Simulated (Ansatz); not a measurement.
# CaSe (Fm-3m): how far a G0W0 gap depends on its settings

How well converged is a G0W0 gap of CaSe (rocksalt)?

Program: Ansatz 0.2.0. G0W0, plane waves. Calculated at 0 K for a non-magnetic cell.

**1. Starting point**

The cell was relaxed beforehand with r2SCAN.

It is cubic, Fm-3m (No. 225); conventional cell a = 5.935 Å, 26.13 Å³ an atom. Around Ca lie 6 Se at 2.97 Å; around Se lie 6 Ca at 2.97 Å.

The structure in full:

```xyz
2
Lattice="0.0000 2.9675 2.9675 2.9675 0.0000 2.9675 2.9675 2.9675 0.0000" Properties=species:S:1:pos:R:3 pbc="T T T"
Ca    0.0000    0.0000    0.0000
Se    2.9675    2.9675    2.9675
```

**2. 84 empty bands, 80 eV**

The input, input.yaml:

```yaml
crystal:
  lattice:
    - [0.0, 2.9675351113, 2.9675351113]
    - [2.9675351113, 0.0, 2.9675351113]
    - [2.9675351113, 2.9675351113, 0.0]
  atoms:
    - { symbol: Ca, position: [0.0, 0.0, 0.0] }
    - { symbol: Se, position: [0.5, 0.5, 0.5] }
kpoints:
  mp_grid: { grid: [4, 4, 4] }
hamiltonian:
  xc: pbe
scf:
  occupations: { method: fixed }
gw:
  n_empty_bands: 84
  ecut_chi: 80
  qp_bands: [v2, c2]
  qp_kpoints: band_edges
  screening: { model: contour_deformation }
```

Command:

```bash
$ ansatz run input.yaml --threads 2 --pin off --max-ram 3686MiB --backend cpu --events-out ev --progress --plain --runs-dir out
```

**3. 196 empty bands, 140 eV**

Changes to input.yaml since step 2:

```diff
@@ -15,4 +15,4 @@
 gw:
-  n_empty_bands: 84
-  ecut_chi: 80
+  n_empty_bands: 196
+  ecut_chi: 140
   qp_bands: [v2, c2]
```

**4. 361 empty bands, 210 eV**

Changes to input.yaml since step 3:

```diff
@@ -15,4 +15,4 @@
 gw:
-  n_empty_bands: 196
-  ecut_chi: 140
+  n_empty_bands: 361
+  ecut_chi: 210
   qp_bands: [v2, c2]
```

**5. Starting from HSE06**

Changes to input.yaml since step 4:

```diff
@@ -11,3 +11,3 @@
 hamiltonian:
-  xc: pbe
+  xc: hse06
 scf:
@@ -15,4 +15,4 @@
 gw:
-  n_empty_bands: 361
-  ecut_chi: 210
+  n_empty_bands: 196
+  ecut_chi: 140
   qp_bands: [v2, c2]
```

**6. Starting from LDA**

Changes to input.yaml since step 5:

```diff
@@ -11,3 +11,3 @@
 hamiltonian:
-  xc: hse06
+  xc: lda
 scf:
```

**7. Starting from r2SCAN**

Changes to input.yaml since step 6:

```diff
@@ -11,3 +11,3 @@
 hamiltonian:
-  xc: lda
+  xc: r2scan
 scf:
```

**8. A plasmon pole in place of the full frequency dependence**

Changes to input.yaml since step 7:

```diff
@@ -11,3 +11,3 @@
 hamiltonian:
-  xc: r2scan
+  xc: pbe
 scf:
@@ -19,2 +19,2 @@
   qp_kpoints: band_edges
-  screening: { model: contour_deformation }
+  screening: { model: godby_needs }
```

**9. A finer mesh, 6×6×6**

Changes to input.yaml since step 8:

```diff
@@ -9,3 +9,3 @@
 kpoints:
-  mp_grid: { grid: [4, 4, 4] }
+  mp_grid: { grid: [6, 6, 6] }
 hamiltonian:
@@ -15,6 +15,6 @@
 gw:
-  n_empty_bands: 196
-  ecut_chi: 140
+  n_empty_bands: 84
+  ecut_chi: 80
   qp_bands: [v2, c2]
   qp_kpoints: band_edges
-  screening: { model: godby_needs }
+  screening: { model: contour_deformation }
```

**10. Norm-conserving pseudopotentials**

Changes to input.yaml since step 9:

```diff
@@ -9,5 +9,6 @@
 kpoints:
-  mp_grid: { grid: [6, 6, 6] }
+  mp_grid: { grid: [4, 4, 4] }
 hamiltonian:
   xc: pbe
+  pseudopotentials: { kind: nc }
 scf:
@@ -15,4 +16,4 @@
 gw:
-  n_empty_bands: 84
-  ecut_chi: 80
+  n_empty_bands: 196
+  ecut_chi: 140
   qp_bands: [v2, c2]
```

Q: Predict the outcome of this session. Wanted: for each run, start; potentials; frequencies; empty bands; cutoff; Kohn-Sham gap; G0W0 gap.

The runs gave:

| start | potentials | frequencies | empty bands | cutoff (eV) | mesh | Kohn-Sham gap (eV) | G0W0 gap (eV) |
| --- | --- | --- | --- | --- | --- | --- | --- |
| PBE | PAW | full | 84 | 80 | 4×4×4 | 2.05 | 3.52 |
| PBE | PAW | full | 196 | 140 | 4×4×4 | 2.05 | 3.69 |
| PBE | PAW | full | 361 | 210 | 4×4×4 | 2.05 | 3.76 |
| HSE06 | PAW | full | 196 | 140 | 4×4×4 | 3.00 | 4.04 |
| LDA | PAW | full | 196 | 140 | 4×4×4 | 1.89 | 3.57 |
| r2SCAN | PAW | full | 196 | 140 | 4×4×4 | 2.51 | 3.91 |
| PBE | PAW | pole | 196 | 140 | 4×4×4 | 2.05 | 3.66 |
| PBE | PAW | full | 84 | 80 | 6×6×6 | 2.06 | 3.54 |
| PBE | NC | full | 196 | 140 | 4×4×4 | 2.05 | 3.61 |

Gaps are those on each run's own mesh.

What this shows: With bands and cutoff raised together, from 84 bands at 80 eV to 361 at 210 eV, the gap moves by +0.24 eV, and on the last rung by +0.07 eV; extrapolated in 1/N from the last two rungs, the limit on this k mesh would lie near 3.8 eV. The starting point matters: against PBE, HSE06 gives +0.35 eV, LDA gives -0.11 eV, r2SCAN gives +0.22 eV. The plasmon pole changes the gap by -0.023 eV. Norm-conserving potentials change it by -0.073 eV. On the finer mesh the quasiparticle shift is +1.49 eV, against +1.47 eV on the coarse one.
